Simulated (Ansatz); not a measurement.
# ZrB2: the cost of one run

Program: Ansatz 0.2.0. Level of theory: DFT PBE, scalar-relativistic. These are calculated values, not measurements.

### Step 1. The structure to begin with

It takes space group P6/mmm (No. 191, hexagonal). The conventional cell has a = 3.165 Å, b = 3.165 Å, c = 3.520 Å, α = 90.00°, β = 90.00°, γ = 120.00°. Zr (site symmetry 6/mmm) is surrounded by 12 B at 2.54 Å. B (site symmetry -6m2) is surrounded by 3 B at 1.83 Å and 6 Zr at 2.54 Å.

As a file:

```cif
data_structure
_symmetry_space_group_name_H-M 'P 1'
_symmetry_Int_Tables_number 1
_cell_length_a 3.1650
_cell_length_b 3.1650
_cell_length_c 3.5200
_cell_angle_alpha 90.000
_cell_angle_beta 90.000
_cell_angle_gamma 120.000
_cell_volume 30.54
loop_
_atom_site_label
_atom_site_type_symbol
_atom_site_fract_x
_atom_site_fract_y
_atom_site_fract_z
_atom_site_occupancy
Zr1 Zr 0.00000 0.00000 0.00000 1
B1 B 0.33333 0.66667 0.50000 1
B2 B 0.66667 0.33333 0.50000 1
```

Atoms are numbered in the order of the input: Zr1, B2, B3.

### Step 2. After the deformation

Space group P6/mmm before, P6/mmm after.

### Step 3. Full-potential LAPW

input.yaml reads:

```yaml
crystal:
  lattice:
    - [3.228299822, 0.0, 0.0]
    - [-1.6141499111, 2.7957896569, 0.0]
    - [0.0, 0.0, 3.52]
  atoms:
    - { symbol: Zr, position: [0.0, 0.0, 0.0] }
    - { symbol: B, position: [0.3333333333, 0.6666666667, 0.5] }
    - { symbol: B, position: [0.6666666667, 0.3333333333, 0.5] }
kpoints:
  mp_grid: { grid: [12, 12, 9] }
  band_path:
    path:
      - [0.0, 0.0, 0.0]
      - [0.5, 0.0, 0.0]
      - [0.3333333333, 0.3333333333, 0.0]
      - [0.0, 0.0, 0.0]
      - [0.0, 0.0, 0.5]
      - [0.5, 0.0, 0.5]
      - [0.3333333333, 0.3333333333, 0.5]
      - [0.0, 0.0, 0.5]
      - [0.5, 0.0, 0.5]
    npoints: 5
scf:
  occupations: { method: fermi_dirac, width: 0.05 }
hamiltonian:
  xc: pbe
  pseudopotentials: { kind: all_electron, lapw: { basis_error: 0.001 } }
output:
  forces: true
  stress: true
  eigenvalues: true
```

Launch:

```sh
$ ansatz run input.yaml --threads 1 --pin off --max-ram 6144MiB --backend cpu --events-out ev --progress --plain --runs-dir out
```

Q: Estimate wall time and peak memory on 1 thread of Arm Neoverse V2, shared host.

About 15 s, with a peak of 0.37 GiB.
